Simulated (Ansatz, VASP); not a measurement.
**Two plane-wave programs on Mg**

INCAR

```
PREC = Accurate
ENCUT = 520
EDIFF = 1E-6
ISMEAR = -1
SIGMA = 0.1
LREAL = False
LASPH = True
NELM = 60
ALGO = Fast
ISIF = 2
LWAVE = False
LCHARG = False
GGA = B5
ALDAX = 1.0
AGGAX = 1.0
AGGAC = 1.0
ALDAC = 0.0
NBANDS = 7
```

KPOINTS

```
regular mesh
0
Gamma
  14 14 14
```

The input POSCAR:

```
Mg
1.0
   -1.7291579048      1.7291579048      1.7291579048
    1.7291579048     -1.7291579048      1.7291579048
    1.7291579048      1.7291579048     -1.7291579048
Mg
1
Direct
    0.0000000000      0.0000000000      0.0000000000
```

Input for Ansatz:

```yaml
crystal:
  lattice:
    - [-1.7291579048, 1.7291579048, 1.7291579048]
    - [1.7291579048, -1.7291579048, 1.7291579048]
    - [1.7291579048, 1.7291579048, -1.7291579048]
  atoms:
    - { symbol: Mg, position: [0.0, 0.0, 0.0] }
hamiltonian:
  xc: blyp
  pseudopotentials:
    kind: paw
    azcp:
      Mg: "pseudopotentials/Mg.paw.azcp"
basis:
  ecutwfc: 420
  fft_grid_basis: typed
kpoints:
  mp_grid: { grid: [14, 14, 14], shift: [0, 0, 0] }
magnetization:
  spin_polarized: false
scf:
  occupations: { method: fermi_dirac, width: 0.1 }
  lower_state_search: "off"
output:
  stress: true
```

Alike in both runs: task single point; functional BLYP; k mesh 14 × 14 × 14; occupations fermi-dirac, width 0.1 eV; no spin polarisation.

|  | VASP | Ansatz |
| --- | --- | --- |
| version | VASP 6.6.1 | Ansatz 0.2.0 |
| potentials or method | VASP PAW PBE potentials, release 64 (Mg) | plane waves (420 eV) with PAW, scalar-relativistic |
| plane-wave cutoff (eV) | 520 | 420 |
| valence electrons in the cell | 2 | 10 |

Ansatz gave:

* pressure (GPa): 5.1

Estimate VASP's values.

pressure (GPa): 5.0.

With one functional, cell and mesh, what is left measures potentials, basis and numerics. The two sets of potentials don't hold the same shells in valence.

Caveats: the PAW data sets were made with another functional, which shifts forces and pressure a little (VASP).
